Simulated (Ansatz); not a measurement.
**Fe, diamond: how the functional moves the structure**

All rows: Ansatz, plane waves with scalar-relativistic PAW, 420 eV (500 eV for the SCAN forms), relaxed under each functional, no dispersion correction, no zero-point motion. B₀ comes from uniform scaling at fixed shape; a dash is a value not given.

| functional | V (Å³/atom) | cell | B₀ (GPa) | magnetic state | ΔE to bcc (meV/atom) |
| --- | --- | --- | --- | --- | --- |
| PBE | 14.47 | a = 4.873 Å | 156 | non-magnetic | 1273 |
| r²SCAN | 13.93 | a = 4.812 Å | 173 | spin not included | 1880 |
| PBEsol | 13.87 | a = 4.805 Å | 175 | non-magnetic | 1294 |
| LDA | 13.43 | a = 4.754 Å | 190 | non-magnetic | 1157 |
| revPBE | 14.75 | a = 4.905 Å | 147 | spin not included | 1302 |
| RPBE | 14.86 | a = 4.917 Å | 144 | spin not included | 1313 |
| BLYP | 15.10 | a = 4.943 Å | 139 | spin not included | 935 |

LDA gives the smallest volume and BLYP the largest.
